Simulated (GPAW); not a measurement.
Input of a GPAW 26.7.0 run:

The input run.py:

```python
from ase.dft.bandgap import bandgap
from ase.io import read, write
from ase.units import Bohr, GPa
from gpaw import GPAW, PW
from gpaw.elf import elf_from_dft_calculation

atoms = read('POSCAR')

calc = GPAW(mode=PW(600),
            xc='PBE',
            kpts={'size': (7, 7, 7), 'gamma': True},
            occupations={'name': 'methfessel-paxton', 'order': 0, 'width': 0.025},
            nbands=18,
            convergence={'density': 1e-05, 'energy': 1e-05},
            maxiter=150,
            txt='gpaw.txt')
atoms.calc = calc
energy = atoms.get_potential_energy()
forces = atoms.get_forces()
stress = atoms.get_stress()
calc.write('gs.gpw')
write('result.traj', atoms)
print(f'Energy: {energy:.6f} eV')
print('Forces (eV/A):')
print(forces.round(4))
print('Stress (GPa):', (stress / GPa).round(3))
print('Fermi level:', round(calc.get_fermi_level(), 4), 'eV')
print(f'Gap: {bandgap(calc)[0]:.4f} eV, direct: {bandgap(calc, direct=True)[0]:.4f} eV')

# fields on the real-space grid
write('density.cube', atoms, data=calc.get_pseudo_density() * Bohr**3)
write('potential.cube', atoms, data=calc.get_electrostatic_potential())
write('elf.cube', atoms, data=elf_from_dft_calculation(calc).data)
```

POSCAR

```
CdTe
1.0
    0.0000000000      3.2050000000      3.2050000000
    3.2050000000      0.0000000000      3.2050000000
    3.2050000000      3.2050000000      0.0000000000
Te Cd
1 1
Direct
    0.7500000000      0.7500000000      0.7500000000
    0.0000000000      0.0000000000      0.0000000000
```

Potentials or basis: GPAW PAW data sets (gpaw-data 1.2.1), pw.

Command:

```sh
$ OMP_NUM_THREADS=1 python run.py
```

(1) Predict the pressure.

(2) Estimate the band gap on the k mesh.

Answers

(1) 3.8 GPa.

(2) 0.87 eV, direct.

Caveat: spin-orbit coupling is left out, which moves the levels of the heavy elements.

**Experimental background.**

A printed reference work, data compilation reports, for a bulk crystal of CdTe at 0 K: band gap 1.607 eV.

Measured gap of CdTe: 1.607 eV (0 K; a printed reference work, data compilation). This calculation gives 0.87 eV (-0.74 eV). Spin-orbit coupling on Cd, Te is left out. The value is that of PBE, without temperature or zero-point motion. Semilocal functionals fall short of measured gaps as a rule.
